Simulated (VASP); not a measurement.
# BAs (F-43m) in VASP: notebook, part 2 of 3

VASP 6.6.1. Earlier steps stand in the parts before.

**3. Band structure, LDA**

POSCAR reads:

```
BAs
1.0
    0.0000000000      2.3885000000      2.3885000000
    2.3885000000      0.0000000000      2.3885000000
    2.3885000000      2.3885000000      0.0000000000
As B
1 1
Direct
    0.7500000000      0.7500000000      0.7500000000
    0.0000000000      0.0000000000      0.0000000000
```

INCAR.step1 reads:

```
ALGO = Normal ; EDIFF = 1E-6
ENCUT = 520 ; GGA = CA
ISIF = 2 ; ISMEAR = -1
LASPH = T ; LCHARG = T
LREAL = F ; LWAVE = F
NBANDS = 11 ; NELM = 60
PREC = Accurate ; SIGMA = 0.05
```

KPOINTS.step1 reads:

```
k-points
0
Gamma
  10 10 10
```

INCAR.step2 reads:

```
ALGO = Normal ; EDIFF = 1E-6
ENCUT = 520 ; GGA = CA
ICHARG = 11 ; ISIF = 2
ISMEAR = 0 ; LASPH = T
LCHARG = F ; LREAL = F
LWAVE = F ; NBANDS = 11
NELM = 60 ; PREC = Accurate
SIGMA = 0.05
```

KPOINTS.step2 reads:

```
path GXWKGLUWLK,UX
10
line-mode
reciprocal
 0.0000000000  0.0000000000  0.0000000000  G
 0.5000000000  0.0000000000  0.5000000000  X

 0.5000000000  0.0000000000  0.5000000000  X
 0.5000000000  0.2500000000  0.7500000000  W

 0.5000000000  0.2500000000  0.7500000000  W
 0.3750000000  0.3750000000  0.7500000000  K

 0.3750000000  0.3750000000  0.7500000000  K
 0.0000000000  0.0000000000  0.0000000000  G

 0.0000000000  0.0000000000  0.0000000000  G
 0.5000000000  0.5000000000  0.5000000000  L

 0.5000000000  0.5000000000  0.5000000000  L
 0.6250000000  0.2500000000  0.6250000000  U

 0.6250000000  0.2500000000  0.6250000000  U
 0.5000000000  0.2500000000  0.7500000000  W

 0.5000000000  0.2500000000  0.7500000000  W
 0.5000000000  0.5000000000  0.5000000000  L

 0.5000000000  0.5000000000  0.5000000000  L
 0.3750000000  0.3750000000  0.7500000000  K

 0.6250000000  0.2500000000  0.6250000000  U
 0.5000000000  0.0000000000  0.5000000000  X
```

Potentials or basis: VASP PAW LDA potentials, release 64 (As, B).

Started as:

```sh
> cat potpaw_LDA.64/As/POTCAR potpaw_LDA.64/B/POTCAR > POTCAR
> cp INCAR.step1 INCAR
> cp KPOINTS.step1 KPOINTS
> mpirun -np 1 vasp_std > vasp.out
> cp INCAR.step2 INCAR
> cp KPOINTS.step2 KPOINTS
> mpirun -np 1 vasp_std > vasp.out
```

OUTCAR:

```text
EDIFF = 1E-6
   ENCUT = 520
   GGA = CA
   ICHARG = 11
   ISIF = 2
   ISMEAR = 0
   LASPH = T
   LREAL = F
   NELM = 60
   PREC = Accurate

 ion  position               nearest neighbor table
   1  0.750  0.750  0.750-   2 2.07   2 2.07   2 2.07   2 2.07
   2  0.000  0.000  0.000-   1 2.07   1 2.07   1 2.07   1 2.07

  LATTYP: Found a face centered cubic cell.
 ALAT       =     4.7770000000

  Lattice vectors:

 A1 = (   0.0000000000,   2.3885000000,   2.3885000000)
 A2 = (   2.3885000000,   0.0000000000,   2.3885000000)
 A3 = (   2.3885000000,   2.3885000000,   0.0000000000)

Analysis of symmetry for initial positions (statically):
=====================================================================
 Subroutine PRICEL returns:
 Original cell was already a primitive cell.

 Routine SETGRP: Setting up the symmetry group for a
 face centered cubic supercell.

 Subroutine GETGRP returns: Found 24 space group operations
 (whereof 24 operations were pure point group operations)
 out of a pool of 48 trial point group operations.

The static configuration has the point symmetry T_d .

Analysis of symmetry for dynamics (positions and initial velocities):
=====================================================================
 Subroutine PRICEL returns:
 Original cell was already a primitive cell.

 Routine SETGRP: Setting up the symmetry group for a
 face centered cubic supercell.

 Subroutine GETGRP returns: Found 24 space group operations
 (whereof 24 operations were pure point group operations)
 out of a pool of 48 trial point group operations.

The dynamic configuration has the point symmetry T_d .

 Subroutine INISYM returns: Found 24 space group operations
 (whereof 24 operations are pure point group operations),
 and found     1 'primitive' translations

----------------------------------------------------------------------------------------

[... 134 lines left out ...]
  Fermi-wavevector in a.u.,A,eV,Ry     =   1.088018  2.056057 16.106360  1.183784
  Thomas-Fermi vector in A             =   2.224191
   LORBIT       =      0    0 simple, 1 ext, 2 COOP (PROOUT), +10 PAW based schemes
   GGA     = CA    functional components
   LHFCALC =     F    Hartree Fock is set to
   AEXX    =    0.0000 exact exchange contribution
   IVDW    =     0    specifies the selected vdW correction
   LEPSILON=     F    determine dielectric tensor
   LRPA    =     F    only Hartree local field effects (RPA)
 non-spin polarized calculation
 Gauss-broadening in eV      SIGMA  =   0.05
  energy-cutoff  :      520.00
  volume of cell :       27.25
 maximum number of plane-waves:       754
 NGX is ok and might be reduce to    28

 number of electron       8.0000000 magnetization

 Free energy of the ion-electron system (eV)
  ---------------------------------------------------
  ext. energy  EPLUGINS =         0.00000000
  ---------------------------------------------------
  free energy    TOTEN  =       -13.20068745 eV

  energy without entropy =      -13.20068745  energy(sigma->0) =      -13.20068745

 E-fermi :   6.3977     XC(G=0): -10.7840

 val. band max:        6.1557442433   @ k =   0.0000   0.0000   0.0000
 cond. band min:       7.2825873069   @ k =   0.3889   0.0000   0.3889
 fundamental gap:      1.1268430636
 Fermi energy:         6.3977142815

 k-point     1 :       0.0000    0.0000    0.0000
  band No.  band energies     occupation
      1      -9.2197      2.00000
      2       6.1557      2.00000
      3       6.1557      2.00000
      4       6.1557      2.00000
      5       9.4075      0.00000
      6       9.4075      0.00000
      7       9.4075      0.00000
      8      10.8494      0.00000
      9      15.5133      0.00000
     10      19.1898      0.00000
     11      19.1898      0.00000
[... 533 lines left out ...]
 k-point    40 :       0.0000    0.0000    0.0000
  band No.  band energies     occupation
      1      -9.2197      2.00000
      2       6.1557      2.00000
      3       6.1557      2.00000
      4       6.1557      2.00000
      5       9.4075      0.00000
      6       9.4075      0.00000
      7       9.4075      0.00000
      8      10.8494      0.00000
      9      15.5133      0.00000
     10      19.1898      0.00000
     11      19.1898      0.00000

 [... further k-points ...]
[... 5 lines left out ...]
  --------------------------------------------------------------------------------------
  -------------------------------------------------------------------------------------
  Total       -0.9643956     -0.9643956     -0.9643956     -0.0000000     -0.0000000     -0.0000000
  in kB      -56.6969984    -56.6969984    -56.6969984     -0.0000000     -0.0000000     -0.0000000
  external PRESSURE =     -56.6969984 kB  Pullay stress =       0.0000000 kB

 VOLUME and BASIS-vectors are now :
 -----------------------------------------------------------------------------
  energy-cutoff  :      520.00
  volume of cell :       27.25
      direct lattice vectors                 reciprocal lattice vectors
     0.000000000  2.388500000  2.388500000    -0.209336404  0.209336404  0.209336404
     2.388500000  0.000000000  2.388500000     0.209336404 -0.209336404  0.209336404
     2.388500000  2.388500000  0.000000000     0.209336404  0.209336404 -0.209336404

 POSITION                                       TOTAL-FORCE (eV/Angst)
 -----------------------------------------------------------------------------------
      3.58275      3.58275      3.58275        -0.000000      0.000000      0.000000
      0.00000      0.00000      0.00000         0.000000     -0.000000     -0.000000
 -----------------------------------------------------------------------------------
    total drift:                                0.000000      0.000000      0.000000

  FREE ENERGIE OF THE ION-ELECTRON SYSTEM (eV)
  ---------------------------------------------------
  free  energy   TOTEN  =       -13.2006874530 eV

  energy  without entropy=      -13.2006874530  energy(sigma->0) =      -13.20068745
```

OUTCAR.step1:

```text
EDIFF = 1E-6
   ENCUT = 520
   GGA = CA
   ISIF = 2
   ISMEAR = -1
[... 804 lines left out ...]
 -----------------------------------------------------------------------------------
      3.58275      3.58275      3.58275        -0.000000     -0.000000     -0.000000
      0.00000      0.00000      0.00000         0.000000      0.000000      0.000000
 -----------------------------------------------------------------------------------
    total drift:                                0.000000      0.000000      0.000000

  FREE ENERGIE OF THE ION-ELECTRON SYSTEM (eV)
  ---------------------------------------------------
  free  energy   TOTEN  =       -12.9208856640 eV

  energy  without entropy=      -12.9208855205  energy(sigma->0) =      -12.92088559
```

OSZICAR.step1:

```text
N       E                     dE             d eps       ncg     rms          rms(c)
DAV:   1     0.113651967526E+02    0.11365E+02   -0.38739E+03  1034   0.648E+02
DAV:   2    -0.128792070462E+02   -0.24244E+02   -0.23295E+02  1419   0.105E+02
DAV:   3    -0.136414652153E+02   -0.76226E+00   -0.76055E+00  1296   0.175E+01
DAV:   4    -0.136436475329E+02   -0.21823E-02   -0.21822E-02  1168   0.107E+00
DAV:   5    -0.136436511083E+02   -0.35754E-05   -0.35750E-05  1242   0.465E-02    0.501E+00
DAV:   6    -0.130133257583E+02    0.63033E+00   -0.16868E+00  1106   0.520E+00    0.236E+00
DAV:   7    -0.129340017033E+02    0.79324E-01   -0.19191E-01  1208   0.219E+00    0.891E-01
DAV:   8    -0.129208540413E+02    0.13148E-01   -0.23173E-02  1163   0.801E-01    0.977E-02
DAV:   9    -0.129208781942E+02   -0.24153E-04   -0.77360E-04  1145   0.169E-01    0.568E-02
DAV:  10    -0.129208843126E+02   -0.61184E-05   -0.76708E-05  1103   0.497E-02    0.126E-02
DAV:  11    -0.129208858059E+02   -0.14933E-05   -0.18294E-06  1229   0.851E-03    0.119E-02
DAV:  12    -0.129208856640E+02    0.14191E-06   -0.80969E-07   559   0.377E-03
   1 F= -.12920886E+02 E0= -.12920886E+02  d E =-.143449E-06
```

It took 23 s on 1 thread of Intel Xeon Platinum 8488C (Sapphire Rapids), shared host; peak memory 0.15 GiB.

What came out:

- Band gap on the k mesh: 1.12 eV, indirect (least direct gap 3.25 eV)
- Band gap along the path: 1.13 eV, indirect (least direct gap 3.25 eV)

Levels at the corners of the path, in eV from the valence-band top:
| point | band 2 | band 3 | band 4 | band 5 | band 6 | band 7 |
| --- | --- | --- | --- | --- | --- | --- |
| Γ | 0.00 | 0.00 | 0.00 | 3.25 | 3.25 | 3.25 |
| X | -8.43 | -4.08 | -4.08 | 1.34 | 1.42 | 11.24 |
| X | -8.43 | -4.08 | -4.08 | 1.34 | 1.42 | 11.24 |
| W | -7.94 | -5.51 | -5.21 | 5.17 | 5.86 | 6.69 |
| W | -7.94 | -5.51 | -5.21 | 5.17 | 5.86 | 6.69 |
| K | -8.04 | -5.97 | -3.48 | 1.99 | 5.47 | 9.14 |
| K | -8.04 | -5.97 | -3.48 | 1.99 | 5.47 | 9.14 |
| Γ | 0.00 | 0.00 | 0.00 | 3.25 | 3.25 | 3.25 |
| Γ | 0.00 | 0.00 | 0.00 | 3.25 | 3.25 | 3.25 |
| L | -8.75 | -1.82 | -1.82 | 2.69 | 4.75 | 4.75 |
| L | -8.75 | -1.82 | -1.82 | 2.69 | 4.75 | 4.75 |
| U | -8.04 | -5.97 | -3.48 | 1.99 | 5.47 | 9.14 |
| U | -8.04 | -5.97 | -3.48 | 1.99 | 5.47 | 9.14 |
| W | -7.94 | -5.51 | -5.21 | 5.17 | 5.86 | 6.69 |
| W | -7.94 | -5.51 | -5.21 | 5.17 | 5.86 | 6.69 |
| L | -8.75 | -1.82 | -1.82 | 2.69 | 4.75 | 4.75 |
| L | -8.75 | -1.82 | -1.82 | 2.69 | 4.75 | 4.75 |
| K | -8.04 | -5.97 | -3.48 | 1.99 | 5.47 | 9.14 |
| U | -8.04 | -5.97 | -3.48 | 1.99 | 5.47 | 9.14 |
| X | -8.43 | -4.08 | -4.08 | 1.34 | 1.42 | 11.24 |

Caveat: the log is that of the step along the path at fixed density, whose energy, stress, charges and moments have no meaning. Expect the measured gap to be larger: semilocal functionals such as LDA lack the derivative discontinuity.

**4. Band structure, LDA, spin-orbit coupling, no magnetisation**

INCAR reads:

```
SYSTEM = BAs
PREC = Accurate
ENCUT = 520
EDIFF = 1E-7
ISMEAR = -1
SIGMA = 0.05
LREAL = .False.
LASPH = .True.
NELM = 100
ALGO = Fast
ISIF = 2
LWAVE = .False.
LCHARG = .False.
MAGMOM = 0 0 0 0 0 0
LORBIT = 11
LSORBIT = .True.
GGA_COMPAT = .False.
```

KPOINTS reads:

```
regular mesh
0
Gamma
  7 7 7
  0 0 0
```

POSCAR is that of step 3.

KPOINTS_OPT reads:

```
path GXWKGLUWLK,UX
10
line-mode
reciprocal
 0.0000000000  0.0000000000  0.0000000000  G
 0.5000000000  0.0000000000  0.5000000000  X

 0.5000000000  0.0000000000  0.5000000000  X
 0.5000000000  0.2500000000  0.7500000000  W

 0.5000000000  0.2500000000  0.7500000000  W
 0.3750000000  0.3750000000  0.7500000000  K

 0.3750000000  0.3750000000  0.7500000000  K
 0.0000000000  0.0000000000  0.0000000000  G

 0.0000000000  0.0000000000  0.0000000000  G
 0.5000000000  0.5000000000  0.5000000000  L

 0.5000000000  0.5000000000  0.5000000000  L
 0.6250000000  0.2500000000  0.6250000000  U

 0.6250000000  0.2500000000  0.6250000000  U
 0.5000000000  0.2500000000  0.7500000000  W

 0.5000000000  0.2500000000  0.7500000000  W
 0.5000000000  0.5000000000  0.5000000000  L

 0.5000000000  0.5000000000  0.5000000000  L
 0.3750000000  0.3750000000  0.7500000000  K

 0.6250000000  0.2500000000  0.6250000000  U
 0.5000000000  0.0000000000  0.5000000000  X
```

Potentials or basis: VASP PAW LDA potentials, release 64 (As, B).

Started as:

```sh
> cat potpaw_LDA.64/As/POTCAR potpaw_LDA.64/B/POTCAR > POTCAR
> mpirun -np 1 vasp_ncl > vasp.out
```

OUTCAR:

```text
SYSTEM = BAs
   PREC = Accurate
   ENCUT = 520
   EDIFF = 1E-7
   ISMEAR = -1
   LREAL = .False.
   LASPH = .True.
   NELM = 100
   ISIF = 2
   LORBIT = 11
   LSORBIT = .True.

 ion  position               nearest neighbor table
   1  0.750  0.750  0.750-   2 2.07   2 2.07   2 2.07   2 2.07
   2  0.000  0.000  0.000-   1 2.07   1 2.07   1 2.07   1 2.07

  LATTYP: Found a face centered cubic cell.
 ALAT       =     4.7770000000

  Lattice vectors:

 A1 = (   0.0000000000,   2.3885000000,   2.3885000000)
 A2 = (   2.3885000000,   0.0000000000,   2.3885000000)
 A3 = (   2.3885000000,   2.3885000000,   0.0000000000)

Analysis of symmetry for initial positions (statically):
=====================================================================
 Subroutine PRICEL returns:
 Original cell was already a primitive cell.

 Routine SETGRP: Setting up the symmetry group for a
 face centered cubic supercell.

 Subroutine GETGRP returns: Found 24 space group operations
 (whereof 24 operations were pure point group operations)
 out of a pool of 48 trial point group operations.

The static configuration has the point symmetry T_d .

Analysis of symmetry for dynamics (positions and initial velocities):
[... 812 lines left out ...]
     0.0000000     0.0000000     0.0000000     0.0000000     0.0000000     0.0000000     0.0000000
     0.0000000     0.0000000     0.0000000     0.0000000     0.0000000     0.0000000     0.0000000
     0.0000000     0.0000000     0.0000000     0.0000000     0.0000000     0.0000000     0.0000000

 Ion:    2  E_soc:     -0.0000096
 l=   1
     0.0000000    -0.0000016    -0.0000016
    -0.0000016     0.0000000    -0.0000016
    -0.0000016    -0.0000016     0.0000000
 l=   2
     0.0000000     0.0000000     0.0000000     0.0000000     0.0000000
     0.0000000     0.0000000     0.0000000     0.0000000     0.0000000
     0.0000000     0.0000000     0.0000000     0.0000000     0.0000000
     0.0000000     0.0000000     0.0000000     0.0000000     0.0000000
     0.0000000     0.0000000     0.0000000     0.0000000     0.0000000
 l=   3
     0.0000000     0.0000000     0.0000000     0.0000000     0.0000000     0.0000000     0.0000000
     0.0000000     0.0000000     0.0000000     0.0000000     0.0000000     0.0000000     0.0000000
     0.0000000     0.0000000     0.0000000     0.0000000     0.0000000     0.0000000     0.0000000
     0.0000000     0.0000000     0.0000000     0.0000000     0.0000000     0.0000000     0.0000000
     0.0000000     0.0000000     0.0000000     0.0000000     0.0000000     0.0000000     0.0000000
     0.0000000     0.0000000     0.0000000     0.0000000     0.0000000     0.0000000     0.0000000
     0.0000000     0.0000000     0.0000000     0.0000000     0.0000000     0.0000000     0.0000000

 total charge

# of ion       s       p       d       tot
------------------------------------------
    1        1.178   1.676   0.086   2.940
    2        0.650   1.182   0.000   1.832
--------------------------------------------------
tot          1.828   2.857   0.086   4.772

 magnetization (x)

# of ion       s       p       d       tot
------------------------------------------
    1       -0.000   0.000   0.000   0.000
    2       -0.000  -0.000   0.000  -0.000
--------------------------------------------------
tot         -0.000  -0.000   0.000  -0.000

 magnetization (y)

# of ion       s       p       d       tot
------------------------------------------
    1        0.000   0.000   0.000   0.000
    2        0.000  -0.000   0.000   0.000
--------------------------------------------------
tot          0.000  -0.000   0.000   0.000

 magnetization (z)

# of ion       s       p       d       tot
------------------------------------------
    1       -0.000   0.000   0.000   0.000
    2       -0.000   0.000   0.000  -0.000
--------------------------------------------------
tot         -0.000   0.000   0.000  -0.000
```

OSZICAR:

```text
N       E                     dE             d eps       ncg     rms          rms(c)
DAV:   1     0.172431793260E+02    0.17243E+02   -0.34048E+03   960   0.882E+02
DAV:   2    -0.123358396549E+02   -0.29579E+02   -0.27081E+02  1360   0.144E+02
DAV:   3    -0.136433895503E+02   -0.13075E+01   -0.13003E+01  1232   0.294E+01
[... 36 lines left out ...]
DAV:   6    -0.199496593332E+03   -0.43404E-05     1120
DAV:   7    -0.199496593362E+03   -0.30176E-07      960
       N       E                     dE             ncg
DAV:   1     0.653608975938E+04   -0.31248E+04      320
DAV:   2     0.624810764302E+04   -0.28798E+03      456
DAV:   3     0.623619980801E+04   -0.11908E+02      448
DAV:   4     0.623614615898E+04   -0.53649E-01      392
DAV:   5     0.623614597854E+04   -0.18044E-03      416
DAV:   6     0.623614597752E+04   -0.10232E-05      384
DAV:   7     0.623614597751E+04   -0.62937E-08      344
```

stdout:

```text
POSCAR found type information on POSCAR AsB
 POSCAR found :  2 types and       2 ions
 scaLAPACK will be used
 LDA part: xc-table for (Slater(with rela. corr.)+CA(PZ))
 , standard interpolation
 POSCAR, INCAR and KPOINTS ok, starting setup
 FFT: planning ... GRIDC
 FFT: planning ... GRID_SOFT
 FFT: planning ... GRID
 WAVECAR not read
 entering main loop
 Start KPOINTS_OPT (optional k-point list driver)
k-point batch [1-30\100]
k-point batch [31-60\100]
k-point batch [61-90\100]
k-point batch [91-100\100]
```

It took 91 s on 1 thread of Intel Xeon Platinum 8488C (Sapphire Rapids), shared host; peak memory 0.22 GiB.

What came out:

```
Free energy                                           : -12.9255 eV
Pressure                                              : -3.1 GPa
Valence electrons inside the program's atomic spheres : As 2.94; B 1.83
```

(Continued in part 3 of 3.)
